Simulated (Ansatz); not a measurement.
## TiC: relaxation of cell and atoms with RPBE

Crystal: TiC.

```
CELL_PARAMETERS angstrom
0.00000 2.16572 2.16572
2.16572 0.00000 2.16572
2.16572 2.16572 0.00000
ATOMIC_POSITIONS crystal
Ti 0.00000 0.00000 0.00000
C 0.50000 0.50000 0.50000
```

The cell is a database's computed one.

| Item | Value |
| --- | --- |
| Program | Ansatz 0.2.0 |
| Task | relaxation of cell and atoms |
| Functional | RPBE |
| Potentials or basis | Ansatz PAW |
| Cutoff | 420 eV (not typed: the program's choice for these potentials) |
| k mesh | 11 × 11 × 11 |
| Occupations | fermi-dirac, width 0.05 eV |
| Spin | no spin polarisation |

```json
{
  "Relaxed volume": "10.36 Å³/atom",
  "Relaxed cell": "a = 3.083 Å, b = 3.083 Å, c = 3.083 Å, α = 60.00°, β = 60.00°, γ = 60.00°",
  "Space group after relaxing (to 0.05 Å)": "Fm-3m (No. 225)",
  "Energy gained by relaxing": "3.0 meV/atom",
  "Ionic steps": "4",
  "Pressure after relaxing": "0.0 GPa"
}
```

The path:
| step | energy change (eV) | largest force (eV/Å) | volume (Å³) |
| --- | --- | --- | --- |
| 1 | 0.0000 | 0.0000 | 20.32 |
| 2 | -0.0053 | 0.0000 | 20.66 |
| 3 | -0.0054 | 0.0000 | 20.71 |
| 4 | -0.0061 | 0.0000 | 20.71 |

Final structure:
```
CELL_PARAMETERS angstrom
0.00000 2.17979 2.17979
2.17979 0.00000 2.17979
2.17979 2.17979 0.00000
ATOMIC_POSITIONS crystal
Ti 0.00000 0.00000 0.00000
C 0.50000 0.50000 0.50000
```

Run time: 2.4 s on 2 threads of Intel(R) Xeon(R) Platinum 8259CL CPU @ 2.50GHz (Skylake/Cascade Lake), with other jobs on the host, peak memory 0.37 GiB.

Caveat: the plane-wave basis is chosen anew once the cell has moved, so the energies of steps on either side of that aren't comparable; the PAW data sets come from PBE, with cores solved anew for the run's functional, which leaves a small shift of forces and pressure.
